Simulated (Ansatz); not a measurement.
Born–Oppenheimer molecular dynamics of a periodic cell of 24 atoms, TaS₂ (surface TaS2(110)). It goes on from the last frame of an earlier run, with new velocities.

Computed with Ansatz 0.2.0, DFT PBE-D3(BJ), scalar-relativistic, plane waves, PAW. Settings: cutoff 420 eV, k mesh 1x1x1, fermi-dirac smearing 0.05 eV, no spin polarisation.

```yaml
ensemble: NVE (velocity Verlet)
time_step: 2 fs
steps_asked: 300
starting_velocities_drawn_for: 600 K
atoms_held: 1, 3, 4, 7, 9, 10
seed: 736872
```

Frames 4 fs apart, positions in Å.

Velocities at 460.0 fs (Å/ps):

```
Ta 0.00 0.00 0.00
Ta -0.29 -0.98 0.35
S 0.00 0.00 0.00
S 0.00 0.00 0.00
S -1.98 -5.68 -4.43
S -2.88 3.47 -0.27
Ta 0.00 0.00 0.00
Ta 0.50 -0.66 -1.99
S 0.00 0.00 0.00
S 0.00 0.00 0.00
S -3.36 -3.48 -9.32
S 9.88 3.55 9.01
Ta -1.88 0.78 0.24
Ta 0.07 0.05 -2.62
S -3.35 -1.72 -0.15
S 0.01 4.35 -2.74
S 0.42 0.99 -2.02
S -4.90 -1.26 -1.92
Ta 4.81 1.50 -1.83
Ta 0.33 0.25 -1.31
S 4.12 0.06 0.63
S -2.75 5.95 -1.96
S 10.55 0.88 2.32
S -10.64 4.60 0.01
```

```xyz
24
Lattice="6.6789 0.0000 0.0000 0.0000 23.4846 0.0000 0.0000 0.0000 16.3087" Properties=species:S:1:pos:R:3 time_fs=460.0 energy_less_start_eV=-0.328 T=741
Ta 6.267 17.613 1.000
Ta 5.362 5.883 3.115
S 5.421 7.420 1.489
S 5.421 4.322 1.489
S 5.862 15.708 2.304
S 6.175 19.279 2.583
Ta 2.928 17.613 1.000
Ta 2.031 5.882 3.111
S 2.081 7.420 1.489
S 2.081 4.322 1.489
S 2.889 15.413 1.036
S 3.433 19.114 2.716
Ta 1.492 18.587 4.079
Ta 0.497 5.823 5.945
S 0.407 7.534 4.516
S 0.341 4.312 4.309
S 0.684 16.300 4.067
S 1.086 20.188 5.454
Ta 4.850 17.420 3.753
Ta 3.690 5.806 5.947
S 3.689 7.462 4.327
S 3.712 4.274 4.179
S 3.242 17.045 5.373
S 4.958 18.105 5.958
24
Lattice="6.6789 0.0000 0.0000 0.0000 23.4846 0.0000 0.0000 0.0000 16.3087" Properties=species:S:1:pos:R:3 time_fs=464.0 energy_less_start_eV=-0.258 T=711
Ta 6.267 17.613 1.000
Ta 5.361 5.880 3.116
S 5.421 7.420 1.489
S 5.421 4.322 1.489
S 5.854 15.687 2.287
S 6.166 19.292 2.583
Ta 2.928 17.613 1.000
Ta 2.033 5.879 3.104
S 2.081 7.420 1.489
S 2.081 4.322 1.489
S 2.875 15.401 0.998
S 3.470 19.129 2.755
Ta 1.484 18.590 4.079
Ta 0.497 5.823 5.935
S 0.394 7.526 4.514
S 0.342 4.328 4.297
S 0.685 16.305 4.061
S 1.066 20.184 5.448
Ta 4.870 17.426 3.745
Ta 3.691 5.807 5.941
S 3.706 7.461 4.330
S 3.701 4.299 4.174
S 3.279 17.047 5.384
S 4.917 18.125 5.959
24
Lattice="6.6789 0.0000 0.0000 0.0000 23.4846 0.0000 0.0000 0.0000 16.3087" Properties=species:S:1:pos:R:3 time_fs=468.0 energy_less_start_eV=-0.188 T=681
Ta 6.267 17.613 1.000
Ta 5.360 5.876 3.118
S 5.421 7.420 1.489
S 5.421 4.322 1.489
S 5.847 15.668 2.269
S 6.164 19.302 2.584
Ta 2.928 17.613 1.000
Ta 2.035 5.877 3.097
S 2.081 7.420 1.489
S 2.081 4.322 1.489
S 2.861 15.394 0.959
S 3.501 19.145 2.796
Ta 1.476 18.590 4.077
Ta 0.498 5.824 5.926
S 0.380 7.519 4.509
S 0.343 4.341 4.284
S 0.687 16.313 4.059
S 1.046 20.183 5.447
Ta 4.891 17.433 3.735
Ta 3.692 5.809 5.935
S 3.722 7.457 4.336
S 3.690 4.323 4.174
S 3.306 17.047 5.398
S 4.879 18.150 5.963
24
Lattice="6.6789 0.0000 0.0000 0.0000 23.4846 0.0000 0.0000 0.0000 16.3087" Properties=species:S:1:pos:R:3 time_fs=472.0 energy_less_start_eV=-0.168 T=673
Ta 6.267 17.613 1.000
Ta 5.360 5.873 3.121
S 5.421 7.420 1.489
S 5.421 4.322 1.489
S 5.840 15.654 2.252
S 6.169 19.309 2.586
Ta 2.928 17.613 1.000
Ta 2.038 5.875 3.090
S 2.081 7.420 1.489
S 2.081 4.322 1.489
S 2.845 15.392 0.918
S 3.524 19.162 2.838
Ta 1.468 18.590 4.074
Ta 0.498 5.824 5.918
S 0.365 7.512 4.499
S 0.345 4.350 4.269
S 0.688 16.323 4.061
S 1.026 20.185 5.450
Ta 4.915 17.439 3.724
Ta 3.692 5.810 5.927
S 3.738 7.450 4.343
S 3.679 4.346 4.178
S 3.319 17.041 5.412
S 4.849 18.181 5.969
24
Lattice="6.6789 0.0000 0.0000 0.0000 23.4846 0.0000 0.0000 0.0000 16.3087" Properties=species:S:1:pos:R:3 time_fs=476.0 energy_less_start_eV=-0.214 T=692
Ta 6.267 17.613 1.000
Ta 5.360 5.870 3.123
S 5.421 7.420 1.489
S 5.421 4.322 1.489
S 5.834 15.644 2.235
S 6.181 19.314 2.587
Ta 2.928 17.613 1.000
Ta 2.040 5.874 3.085
S 2.081 7.420 1.489
S 2.081 4.322 1.489
S 2.829 15.396 0.876
S 3.538 19.179 2.881
Ta 1.460 18.587 4.069
Ta 0.499 5.824 5.911
S 0.352 7.506 4.485
S 0.349 4.353 4.252
S 0.688 16.336 4.067
S 1.005 20.189 5.457
Ta 4.939 17.446 3.712
Ta 3.692 5.811 5.919
S 3.752 7.443 4.350
S 3.668 4.365 4.185
S 3.321 17.030 5.425
S 4.827 18.218 5.978
24
Lattice="6.6789 0.0000 0.0000 0.0000 23.4846 0.0000 0.0000 0.0000 16.3087" Properties=species:S:1:pos:R:3 time_fs=480.0 energy_less_start_eV=-0.292 T=726
Ta 6.267 17.613 1.000
Ta 5.361 5.869 3.126
S 5.421 7.420 1.489
S 5.421 4.322 1.489
S 5.827 15.638 2.220
S 6.200 19.317 2.588
Ta 2.928 17.613 1.000
Ta 2.042 5.873 3.080
S 2.081 7.420 1.489
S 2.081 4.322 1.489
S 2.813 15.408 0.833
S 3.542 19.196 2.923
Ta 1.452 18.584 4.063
Ta 0.500 5.825 5.906
S 0.339 7.501 4.468
S 0.353 4.351 4.234
S 0.687 16.351 4.076
S 0.985 20.193 5.467
Ta 4.964 17.452 3.699
Ta 3.692 5.813 5.911
S 3.764 7.437 4.358
S 3.659 4.378 4.195
S 3.312 17.015 5.437
S 4.813 18.261 5.987
24
Lattice="6.6789 0.0000 0.0000 0.0000 23.4846 0.0000 0.0000 0.0000 16.3087" Properties=species:S:1:pos:R:3 time_fs=484.0 energy_less_start_eV=-0.354 T=752
Ta 6.267 17.613 1.000
Ta 5.362 5.867 3.128
S 5.421 7.420 1.489
S 5.421 4.322 1.489
S 5.820 15.636 2.205
S 6.225 19.318 2.588
Ta 2.928 17.613 1.000
Ta 2.044 5.873 3.076
S 2.081 7.420 1.489
S 2.081 4.322 1.489
S 2.795 15.425 0.788
S 3.537 19.212 2.962
Ta 1.444 18.580 4.056
Ta 0.501 5.825 5.901
S 0.327 7.497 4.446
S 0.358 4.344 4.216
S 0.686 16.367 4.088
S 0.966 20.196 5.478
Ta 4.989 17.458 3.686
Ta 3.691 5.815 5.904
S 3.775 7.432 4.364
S 3.651 4.384 4.207
S 3.298 16.997 5.446
S 4.804 18.307 5.995
24
Lattice="6.6789 0.0000 0.0000 0.0000 23.4846 0.0000 0.0000 0.0000 16.3087" Properties=species:S:1:pos:R:3 time_fs=488.0 energy_less_start_eV=-0.373 T=760
Ta 6.267 17.613 1.000
Ta 5.364 5.866 3.131
S 5.421 7.420 1.489
S 5.421 4.322 1.489
S 5.813 15.637 2.191
S 6.256 19.318 2.586
Ta 2.928 17.613 1.000
Ta 2.046 5.873 3.073
S 2.081 7.420 1.489
S 2.081 4.322 1.489
S 2.777 15.448 0.743
S 3.524 19.228 2.998
Ta 1.435 18.576 4.049
Ta 0.502 5.825 5.897
S 0.316 7.495 4.422
S 0.364 4.333 4.200
S 0.685 16.384 4.103
S 0.948 20.197 5.489
Ta 5.014 17.464 3.674
Ta 3.690 5.817 5.897
S 3.782 7.430 4.370
S 3.645 4.382 4.218
S 3.282 16.981 5.452
S 4.799 18.353 6.000
24
Lattice="6.6789 0.0000 0.0000 0.0000 23.4846 0.0000 0.0000 0.0000 16.3087" Properties=species:S:1:pos:R:3 time_fs=492.0 energy_less_start_eV=-0.351 T=751
Ta 6.267 17.613 1.000
Ta 5.365 5.865 3.133
S 5.421 7.420 1.489
S 5.421 4.322 1.489
S 5.804 15.642 2.178
S 6.291 19.317 2.582
Ta 2.928 17.613 1.000
Ta 2.047 5.874 3.071
S 2.081 7.420 1.489
S 2.081 4.322 1.489
S 2.759 15.475 0.696
S 3.503 19.242 3.030
Ta 1.427 18.572 4.042
Ta 0.503 5.825 5.894
S 0.308 7.492 4.396
S 0.371 4.319 4.185
S 0.683 16.400 4.122
S 0.931 20.194 5.500
Ta 5.039 17.470 3.662
Ta 3.688 5.819 5.891
S 3.787 7.431 4.373
S 3.641 4.370 4.230
S 3.267 16.967 5.455
S 4.795 18.397 6.000
```

Of the whole run (600 fs, mean temperature of the second half 735 K): The conserved energy stayed within 0.15 meV per atom of its start (net change 0.049 meV per atom), so the integration is sound. A run of 0.6 ps of so small a system gives no equilibrium averages. Limits of this set-up: coarse k mesh, slab without dipole correction.

Run time: 22 min on 4 threads of Arm Neoverse V2 (shared host), peak memory 1.7 GiB.
